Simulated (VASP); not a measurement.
A run of VASP 6.6.1 is set up as follows.

The input INCAR:

```
ALGO = Fast
EDIFF = 1E-6
ENCUT = 520
ISIF = 2
ISMEAR = 0
LASPH = True
LCHARG = True
LELF = True
LREAL = False
LVHAR = True
LWAVE = False
NBANDS = 10
NELM = 100
PREC = Accurate
SIGMA = 0.15
```

File KPOINTS:

```
k-points
0
Gamma
  22 22 22
```

File POSCAR:

```
I
1.0
   -1.6174560000      1.6174560000      4.2648080000
    1.6174560000     -1.6174560000      4.2648080000
    1.6174560000      1.6174560000     -4.2648080000
I
1
Direct
    0.0000000000      0.0000000000      0.0000000000
```

Potentials or basis: VASP PAW LDA potentials, release 64 (I).

The run is started by

```bash
$ cat potpaw_LDA.64/I/POTCAR > POTCAR
$ mpirun -np 1 vasp_std > vasp.out
```

(1) Predict the band gap on the k mesh.

(2) Predict the pressure.

Answers

(1) none (metal or under the smearing width).

(2) -2.3 GPa.

Caveat: an odd number of electrons without spin polarisation forces a metal; a magnetic or distorted state may lie lower.
